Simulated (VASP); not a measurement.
## HgSe: relaxation of cell and atoms with PBEsol

The system is HgSe.

```
Hg Se
1.0
     0.00000    3.07281    3.07281
     3.07281    0.00000    3.07281
     3.07281    3.07281    0.00000
Hg Se
1 1
Direct
  0.00000 0.00000 0.00000
  0.25000 0.25000 0.25000
```

```yaml
Program: VASP 6.6.1
Task: relaxation of cell and atoms
Functional: PBEsol
Potentials_or_basis: VASP PAW PBE potentials, release 64 (Hg, Se)
Cutoff: 600 eV
k_mesh: 10 × 10 × 10
Occupations: gaussian, width 0.03 eV
Spin: no spin polarisation
Further_INCAR_settings: ALGO = Normal; EDIFF = 1e-07; IBRION = 2; EDIFFG = -0.005; NSW = 90; ISIF = 3
```

```json
{"Pressure after relaxing": "0.0 GPa", "Band gap on the k mesh": "none (metal or under the smearing width)"}
```

Final structure:
```xyz
2
Lattice="0.0000 3.0728 3.0728 3.0728 0.0000 3.0728 3.0728 3.0728 0.0000" Properties=species:S:1:pos:R:3 pbc="T T T"
Hg    0.0000    0.0000    0.0000
Se    1.5364    1.5364    1.5364
```

Levels at points of the mesh, in eV from the Fermi level:
```
           k point  band 7  band 8  band 9  band 10  band 11  band 12
(0.00, 0.00, 0.00)   -1.08   -0.01   -0.01    -0.01     5.45     5.45
(0.50, 0.00, 0.00)   -5.37   -0.93   -0.93     1.02     6.18     6.18
(0.50, 0.50, 0.00)   -4.99   -2.21   -2.21     2.68     2.93     8.25
```

Run time: 50 s on 1 thread of Intel(R) Xeon(R) Platinum 8259CL CPU @ 2.50GHz (Skylake/Cascade Lake), with other jobs on the host, peak memory 0.23 GiB.

Caveat: the relaxation stopped at its first step, so nothing moved; the PAW data sets were made with another functional, which shifts forces and pressure a little. The run has no spin-orbit coupling, so splittings on Hg are missing.
